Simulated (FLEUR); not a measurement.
# Rh (P6_3/mmc) in FLEUR: a series of runs

Runs on Rh. Level: SCAN. Tasks: band structure, equation of state.

All numbers are computed with FLEUR MaX-R8.1 (later development tree); they aren't measurements. Logs are shortened: lines on timing, memory, paths and dates and some standing lists are left out, and cuts for length are marked.

### Step 1. Starting point

The structure is hexagonal, space group P6_3/mmc (No. 194). The conventional cell has a = 2.731 Å, b = 2.731 Å, c = 4.428 Å, α = 90.00°, β = 90.00°, γ = 120.00°. Rh (site symmetry -6m2) is surrounded by 12 Rh at 2.72 to 2.73 Å.

This isn't the form of Rh at room conditions, which is fcc.

### Step 2. Band structure, SCAN

Input file inp.xml:

```xml
<?xml version="1.0" encoding="UTF-8" standalone="no"?>
<fleurInput fleurInputVersion="0.39">
   <comment>
      Rh                                                                                                  
   </comment>
   <calculationSetup>
      <cutoffs Kmax="4.12" Gmax="12.8" GmaxXC="12.8" numbands="0"/>
      <scfLoop itmax="80" minDistance="0.0001" maxIterBroyd="30" imix="Anderson" alpha="0.05" precondParam="0.0" spinf="2.0" sdNocoIR="T"/>
      <coreElectrons ctail="F" frcor="F" kcrel="0" coretail_lmax="0"/>
      <xcFunctional name="LibXC" relativisticCorrections="F">
         <LibXCName exchange="mgga_x_scan" correlation="mgga_c_scan"/>
         <AuxGGA exchange="117" correlation="130"/>
      </xcFunctional>
      <magnetism jspins="1"/>
      <soc l_soc="F" theta="0.0" phi="0.0" spav="F"/>
      <expertModes spex="0" secvar="F"/>
      <geometryOptimization l_f="F" forcealpha="1.0" forcemix="BFGS" epsdisp="0.00001" epsforce="0.00001"/>
      <ldaU l_linMix="F" mixParam="0.05" spinf="1.0"/>
   </calculationSetup>
   <cell>
      <bzIntegration valenceElectrons="34.0" mode="hist" fermiSmearingEnergy="0.00183747">
         <kPointListSelection listName="default-1"/>
         <!-- k-points included here -->
         <xi:include xmlns:xi="http://www.w3.org/2001/XInclude" href="kpts.xml"> </xi:include>
      </bzIntegration>
      <!-- symmetry operations included here -->
      <xi:include xmlns:xi="http://www.w3.org/2001/XInclude" href="sym.xml"> </xi:include>
      <bulkLattice scale="1.0">
         <bravaisMatrix>
            <row-1>    5.1608024417804259     0.0000000000000000     0.0000000000000000</row-1>
            <row-2>   -2.5804012208902130     4.4693860185926972     0.0000000000000000</row-2>
            <row-3>    0.0000000000000000     0.0000000000000000     8.3686313558037284</row-3>
         </bravaisMatrix>
      </bulkLattice>
   </cell>
   <atomSpecies>
      <species name="Rhodium (Rh)" element="Rh" atomicNumber="45">
         <mtSphere radius="2.38" gridPoints="787" logIncrement="0.016"/>
         <atomicCutoffs lmax="10" lnonsphr="10"/>
         <electronConfig flipSpins="F">
            <coreConfig>(1s1/2) (2s1/2) (2p1/2) (2p3/2) (3s1/2) (3p1/2) (3p3/2) (3d3/2) (3d5/2)</coreConfig>
            <valenceConfig>(4s1/2) (4p1/2) (4p3/2) (5s1/2) (4d3/2) (4d5/2)</valenceConfig>
            <stateOccupation state="(5s1/2)" spinUp="0.500000" spinDown="0.500000"/>
            <stateOccupation state="(4d3/2)" spinUp="1.600000" spinDown="1.600000"/>
            <stateOccupation state="(4d5/2)" spinUp="2.400000" spinDown="2.400000"/>
         </electronConfig>
         <energyParameters s="5" p="5" d="4" f="4"/>
         <lo type="SCLO" l="0" n="4" eDeriv="0"/>
         <lo type="SCLO" l="1" n="4" eDeriv="0"/>
         <lo type="SCLO" l="1" n="4" eDeriv="1"/>
         <lo type="SCLO" l="2" n="4" eDeriv="2"/>
         <lo type="SCLO" l="3" n="4" eDeriv="2"/>
      </species>
   </atomSpecies>
   <atomGroups>
      <atomGroup species="Rhodium (Rh)">
         <relPos label="                   1">1.000/3.000 -1.000/3.000 1.000/4.000</relPos>
         <relPos label="                   2">-1.000/3.000 1.000/3.000 -1.000/4.000</relPos>
         <force calculate="T" relaxXYZ="TTT"/>
      </atomGroup>
   </atomGroups>
   <output dos="F" band="F" slice="F">
      <checks vchk="F" cdinf="F"/>
      <bandDOS minEnergy="-.5*Htr" maxEnergy="0.5*Htr" sigma="0.015" storeEVData="T"/>
      <vacuumDOS vacdos="F" integ="F" star="F" nstars="0" locx1="0.0" locy1="0.0" locx2="0.0" locy2="0.0" nstm="0" tworkf="0.0"/>
      <unfoldingBand unfoldBand="F" supercellX="1" supercellY="1" supercellZ="1"/>
      <plotting iplot="0" polar="F">
         <plot TwoD="T" vec1="  1.0  0.0  0.0" vec2="  0.0  1.0  0.0" vec3="  0.0  0.0  1.0" zero="  0.0  0.0  0.0" file="plot"/>
      </plotting>
      <chargeDensitySlicing numkpt="0" minEigenval="0.0" maxEigenval="0.0" nnne="0" pallst="F"/>
      <specialOutput eonly="F"/>
      <moessbauerParams electricFieldGradient="T" isomerShift="T" coreHyperfine="T" valenceHyperfine="T"/>
      <magneticCircularDichroism mcd="F" energyLo="-10.0" energyUp="0.0"/>
   </output>
  <!-- We include the file relax.xml here to enable relaxations (see documentation) -->
  <xi:include xmlns:xi="http://www.w3.org/2001/XInclude" href="relax.xml"> <xi:fallback/> </xi:include>
</fleurInput>
```

Input file crystal.txt:

```
Rh
&input cartesian=F /
2.7309790422  0.0000000000  0.0000000000
-1.3654895211  2.3650972278  0.0000000000
0.0000000000  0.0000000000  4.4284890000
1.8897261246
1.0 1.0 1.0

2
45 0.3333333334  0.6666666668  0.2500000000
45 0.6666666668  0.3333333334  0.7500000000

&kpt div1=11 div2=11 div3=6 gamma=T /
```

Input file inp.xml (bands):

```
<?xml version="1.0" encoding="UTF-8" standalone="no"?>
<fleurInput fleurInputVersion="0.39">
   <comment>
      Rh                                                                                                  
   </comment>
   <calculationSetup>
      <cutoffs Kmax="4.12" Gmax="12.8" GmaxXC="12.8" numbands="0"/>
      <scfLoop itmax="80" minDistance="0.0001" maxIterBroyd="30" imix="Anderson" alpha="0.05" precondParam="0.0" spinf="2.0" sdNocoIR="T"/>
      <coreElectrons ctail="F" frcor="F" kcrel="0" coretail_lmax="0"/>
      <xcFunctional name="LibXC" relativisticCorrections="F">
         <LibXCName exchange="mgga_x_scan" correlation="mgga_c_scan"/>
         <AuxGGA exchange="117" correlation="130"/>
      </xcFunctional>
      <magnetism jspins="1"/>
      <soc l_soc="F" theta="0.0" phi="0.0" spav="F"/>
      <expertModes spex="0" secvar="F"/>
      <geometryOptimization l_f="F" forcealpha="1.0" forcemix="BFGS" epsdisp="0.00001" epsforce="0.00001"/>
      <ldaU l_linMix="F" mixParam="0.05" spinf="1.0"/>
   </calculationSetup>
   <cell>
      <bzIntegration valenceElectrons="34.0" mode="hist" fermiSmearingEnergy="0.00183747">
         <kPointListSelection listName="path-1"/>
         <!-- k-points included here -->
         <xi:include xmlns:xi="http://www.w3.org/2001/XInclude" href="kpts.xml"> </xi:include>
      </bzIntegration>
      <!-- symmetry operations included here -->
      <xi:include xmlns:xi="http://www.w3.org/2001/XInclude" href="sym.xml"> </xi:include>
      <bulkLattice scale="1.0">
         <bravaisMatrix>
            <row-1>    5.1608024417804259     0.0000000000000000     0.0000000000000000</row-1>
            <row-2>   -2.5804012208902130     4.4693860185926972     0.0000000000000000</row-2>
            <row-3>    0.0000000000000000     0.0000000000000000     8.3686313558037284</row-3>
         </bravaisMatrix>
      </bulkLattice>
   </cell>
   <atomSpecies>
      <species name="Rhodium (Rh)" element="Rh" atomicNumber="45">
         <mtSphere radius="2.38" gridPoints="787" logIncrement="0.016"/>
         <atomicCutoffs lmax="10" lnonsphr="10"/>
         <electronConfig flipSpins="F">
            <coreConfig>(1s1/2) (2s1/2) (2p1/2) (2p3/2) (3s1/2) (3p1/2) (3p3/2) (3d3/2) (3d5/2)</coreConfig>
            <valenceConfig>(4s1/2) (4p1/2) (4p3/2) (5s1/2) (4d3/2) (4d5/2)</valenceConfig>
            <stateOccupation state="(5s1/2)" spinUp="0.500000" spinDown="0.500000"/>
            <stateOccupation state="(4d3/2)" spinUp="1.600000" spinDown="1.600000"/>
            <stateOccupation state="(4d5/2)" spinUp="2.400000" spinDown="2.400000"/>
         </electronConfig>
         <energyParameters s="5" p="5" d="4" f="4"/>
         <lo type="SCLO" l="0" n="4" eDeriv="0"/>
         <lo type="SCLO" l="1" n="4" eDeriv="0"/>
         <lo type="SCLO" l="1" n="4" eDeriv="1"/>
         <lo type="SCLO" l="2" n="4" eDeriv="2"/>
         <lo type="SCLO" l="3" n="4" eDeriv="2"/>
      </species>
   </atomSpecies>
   <atomGroups>
      <atomGroup species="Rhodium (Rh)">
         <relPos label="                   1">1.000/3.000 -1.000/3.000 1.000/4.000</relPos>
         <relPos label="                   2">-1.000/3.000 1.000/3.000 -1.000/4.000</relPos>
         <force calculate="T" relaxXYZ="TTT"/>
      </atomGroup>
   </atomGroups>
   <output dos="F" band="T" slice="F">
      <checks vchk="F" cdinf="F"/>
      <bandDOS minEnergy="-.5*Htr" maxEnergy="0.5*Htr" sigma="0.015" storeEVData="T"/>
      <vacuumDOS vacdos="F" integ="F" star="F" nstars="0" locx1="0.0" locy1="0.0" locx2="0.0" locy2="0.0" nstm="0" tworkf="0.0"/>
      <unfoldingBand unfoldBand="F" supercellX="1" supercellY="1" supercellZ="1"/>
      <plotting iplot="0" polar="F">
         <plot TwoD="T" vec1="  1.0  0.0  0.0" vec2="  0.0  1.0  0.0" vec3="  0.0  0.0  1.0" zero="  0.0  0.0  0.0" file="plot"/>
      </plotting>
      <chargeDensitySlicing numkpt="0" minEigenval="0.0" maxEigenval="0.0" nnne="0" pallst="F"/>
      <specialOutput eonly="F"/>
      <moessbauerParams electricFieldGradient="T" isomerShift="T" coreHyperfine="T" valenceHyperfine="T"/>
      <magneticCircularDichroism mcd="F" energyLo="-10.0" energyUp="0.0"/>
   </output>
  <!-- We include the file relax.xml here to enable relaxations (see documentation) -->
  <xi:include xmlns:xi="http://www.w3.org/2001/XInclude" href="relax.xml"> <xi:fallback/> </xi:include>
</fleurInput>
```

Potentials or basis: all-electron, FLAPW.

Command:

```console
> inpgen -f crystal.txt -profile fastHighL
> # inp.xml edited to the form shown
> fleur_MPI
> fleur_MPI   # second run, on inp.xml (bands)
```

Log:

```text
Welcome to FLEUR        (www.flapw.de)
      MaX-Release 8.1          (www.max-centre.eu)
 func_ids         267         263         267         263
 MetaGGA potential functional detected - V_tau will be computed
 Auxiliary Potential for radial basis: exchange=         117  correlation=         130
The functional 'SCAN exchange of Sun, Ruzsinszky, and Perdew' is an exchange functional, it belongs to the 'MGGA' family and is defined in the reference(s):
[1] J. Sun, A. Ruzsinszky, and J. P. Perdew.,  Phys. Rev. Lett. 115, 036402 (2015)
The functional 'SCAN correlation of Sun, Ruzsinszky, and Perdew' is a correlation functional, it belongs to the 'MGGA' family and is defined in the reference(s):
[1] J. Sun, A. Ruzsinszky, and J. P. Perdew.,  Phys. Rev. Lett. 115, 036402 (2015)
 Using same functional for VXC and EXC

 ========== k-point set info ==========
 Selected k-point list: default-1
 k-point list type: mesh
 11 x 11 x 6
 Number of k points: 64

 ------------Calculation Setup---------------------------
 Number of MPI-tasks      :            1
 Number of PE/node        :            1
 Number of OMP-threads    :            1
 Most efficient MPI parallelization for:
           1           2           4           8          16          32          64
 Additional eigenvalue parallelization possible
 Number of basis functions:          315
 Approximate size of matrices (H+S) per k-point:         0.001 GB
 --------------------------------------------------------
The functional 'Hammer, Hansen, and Norskov' is an exchange functional, it belongs to the 'GGA' family and is defined in the reference(s):
[... 6 lines left out ...]
 Reset of history
 Reset of history
 Iteration:     1   Distance:      35.58805079 me/bohr^3
The functional 'Hammer, Hansen, and Norskov' is an exchange functional, it belongs to the 'GGA' family and is defined in the reference(s):
[1] B. Hammer, L. B. Hansen, and J. K. Nørskov.,  Phys. Rev. B 59, 7413 (1999)
The functional 'Perdew, Burke & Ernzerhof' is a correlation functional, it belongs to the 'GGA' family and is defined in the reference(s):
[1] J. P. Perdew, K. Burke, and M. Ernzerhof.,  Phys. Rev. Lett. 77, 3865 (1996)
[2] J. P. Perdew, K. Burke, and M. Ernzerhof.,  Phys. Rev. Lett. 78, 1396 (1997)
 Using same functional for VXC and EXC
 Iteration:     2   Distance:      33.16567548 me/bohr^3
The functional 'Hammer, Hansen, and Norskov' is an exchange functional, it belongs to the 'GGA' family and is defined in the reference(s):
[1] B. Hammer, L. B. Hansen, and J. K. Nørskov.,  Phys. Rev. B 59, 7413 (1999)
The functional 'Perdew, Burke & Ernzerhof' is a correlation functional, it belongs to the 'GGA' family and is defined in the reference(s):
[1] J. P. Perdew, K. Burke, and M. Ernzerhof.,  Phys. Rev. Lett. 77, 3865 (1996)
[2] J. P. Perdew, K. Burke, and M. Ernzerhof.,  Phys. Rev. Lett. 78, 1396 (1997)
 Using same functional for VXC and EXC
 Iteration:     3   Distance:      31.22265499 me/bohr^3
The functional 'Hammer, Hansen, and Norskov' is an exchange functional, it belongs to the 'GGA' family and is defined in the reference(s):
[1] B. Hammer, L. B. Hansen, and J. K. Nørskov.,  Phys. Rev. B 59, 7413 (1999)
The functional 'Perdew, Burke & Ernzerhof' is a correlation functional, it belongs to the 'GGA' family and is defined in the reference(s):
[1] J. P. Perdew, K. Burke, and M. Ernzerhof.,  Phys. Rev. Lett. 77, 3865 (1996)
[2] J. P. Perdew, K. Burke, and M. Ernzerhof.,  Phys. Rev. Lett. 78, 1396 (1997)
 Using same functional for VXC and EXC
 Iteration:     4   Distance:      13.05916919 me/bohr^3
The functional 'Hammer, Hansen, and Norskov' is an exchange functional, it belongs to the 'GGA' family and is defined in the reference(s):
[1] B. Hammer, L. B. Hansen, and J. K. Nørskov.,  Phys. Rev. B 59, 7413 (1999)
The functional 'Perdew, Burke & Ernzerhof' is a correlation functional, it belongs to the 'GGA' family and is defined in the reference(s):
[1] J. P. Perdew, K. Burke, and M. Ernzerhof.,  Phys. Rev. Lett. 77, 3865 (1996)
[2] J. P. Perdew, K. Burke, and M. Ernzerhof.,  Phys. Rev. Lett. 78, 1396 (1997)
 Using same functional for VXC and EXC
 Iteration:     5   Distance:       3.05017635 me/bohr^3
The functional 'Hammer, Hansen, and Norskov' is an exchange functional, it belongs to the 'GGA' family and is defined in the reference(s):
[... 46 lines left out ...]
 Using same functional for VXC and EXC
 Iteration:    12   Distance:       0.00147440 me/bohr^3
The functional 'Hammer, Hansen, and Norskov' is an exchange functional, it belongs to the 'GGA' family and is defined in the reference(s):
[1] B. Hammer, L. B. Hansen, and J. K. Nørskov.,  Phys. Rev. B 59, 7413 (1999)
The functional 'Perdew, Burke & Ernzerhof' is a correlation functional, it belongs to the 'GGA' family and is defined in the reference(s):
[1] J. P. Perdew, K. Burke, and M. Ernzerhof.,  Phys. Rev. Lett. 77, 3865 (1996)
[2] J. P. Perdew, K. Burke, and M. Ernzerhof.,  Phys. Rev. Lett. 78, 1396 (1997)
 Using same functional for VXC and EXC
 Iteration:    13   Distance:       0.00066838 me/bohr^3
The functional 'Hammer, Hansen, and Norskov' is an exchange functional, it belongs to the 'GGA' family and is defined in the reference(s):
[1] B. Hammer, L. B. Hansen, and J. K. Nørskov.,  Phys. Rev. B 59, 7413 (1999)
The functional 'Perdew, Burke & Ernzerhof' is a correlation functional, it belongs to the 'GGA' family and is defined in the reference(s):
[1] J. P. Perdew, K. Burke, and M. Ernzerhof.,  Phys. Rev. Lett. 77, 3865 (1996)
[2] J. P. Perdew, K. Burke, and M. Ernzerhof.,  Phys. Rev. Lett. 78, 1396 (1997)
 Using same functional for VXC and EXC
 Iteration:    14   Distance:       0.00016306 me/bohr^3
The functional 'Hammer, Hansen, and Norskov' is an exchange functional, it belongs to the 'GGA' family and is defined in the reference(s):
[1] B. Hammer, L. B. Hansen, and J. K. Nørskov.,  Phys. Rev. B 59, 7413 (1999)
The functional 'Perdew, Burke & Ernzerhof' is a correlation functional, it belongs to the 'GGA' family and is defined in the reference(s):
[1] J. P. Perdew, K. Burke, and M. Ernzerhof.,  Phys. Rev. Lett. 77, 3865 (1996)
[2] J. P. Perdew, K. Burke, and M. Ernzerhof.,  Phys. Rev. Lett. 78, 1396 (1997)
 Using same functional for VXC and EXC
 Iteration:    15   Distance:       0.00004264 me/bohr^3

 ********************************************************************
 Run finished successfully
 Stop message:
   all done
 ********************************************************************
```

Wall time 72 s (1 thread of Intel Xeon Platinum 8259CL at 2.50GHz (Skylake/Cascade Lake), shared host); peak memory 0.09 GiB.

What came out:

* Free energy: -260455.4024 eV
* Band gap along the path: none (metal or under the smearing width)
* Valence electrons inside the program's atomic spheres: Rh 15.42 (radii Rh 2.38 bohr)

Levels at the corners of the path, in eV from the Fermi level:
| point | band 13 | band 14 | band 15 | band 16 | band 17 | band 18 | band 19 | band 20 |
| --- | --- | --- | --- | --- | --- | --- | --- | --- |
| Γ | -2.97 | -2.47 | -2.47 | -1.88 | -1.88 | 0.14 | 0.14 | 0.77 |
| M | -2.69 | -2.20 | -2.09 | 0.44 | 0.60 | 0.73 | 3.04 | 5.15 |
| K | -3.26 | -3.26 | -1.78 | -0.07 | -0.07 | 0.16 | 6.36 | 6.64 |
| Γ | -2.97 | -2.47 | -2.47 | -1.88 | -1.88 | 0.14 | 0.14 | 0.77 |
| A | -3.08 | -3.08 | -3.08 | -3.08 | -0.43 | -0.43 | -0.43 | -0.43 |
| L | -1.64 | -1.64 | -0.28 | -0.28 | 0.62 | 0.62 | 2.71 | 2.71 |
| H | -3.12 | -3.12 | -1.83 | -1.83 | 0.23 | 0.23 | 7.56 | 7.56 |
| A | -3.08 | -3.08 | -3.08 | -3.08 | -0.43 | -0.43 | -0.43 | -0.43 |
| L | -1.64 | -1.64 | -0.28 | -0.28 | 0.62 | 0.62 | 2.71 | 2.71 |
| M | -2.69 | -2.20 | -2.09 | 0.44 | 0.60 | 0.73 | 3.04 | 5.15 |
| K | -3.26 | -3.26 | -1.78 | -0.07 | -0.07 | 0.16 | 6.36 | 6.64 |
| H | -3.12 | -3.12 | -1.83 | -1.83 | 0.23 | 0.23 | 7.56 | 7.56 |

Core levels (eV from the Fermi level):
```csv
atom,levels
1 Rh,"1s1/2 -23024.3, 2s1/2 -3334.3, 2p1/2 -3086.3, 2p3/2 -2941.7, 3s1/2 -593.0, 3p1/2 -496.0, 3p3/2 -471.1, 3d3/2 -299.7, 3d5/2 -294.8"
2 Rh,"1s1/2 -23024.3, 2s1/2 -3334.3, 2p1/2 -3086.3, 2p3/2 -2941.7, 3s1/2 -593.0, 3p1/2 -496.0, 3p3/2 -471.1, 3d3/2 -299.7, 3d5/2 -294.8"
```

Caveat: the meta-GGA is that of a development version, with a GGA for the radial functions and cores and without core tails.

(Continued in part 2 of 2.)
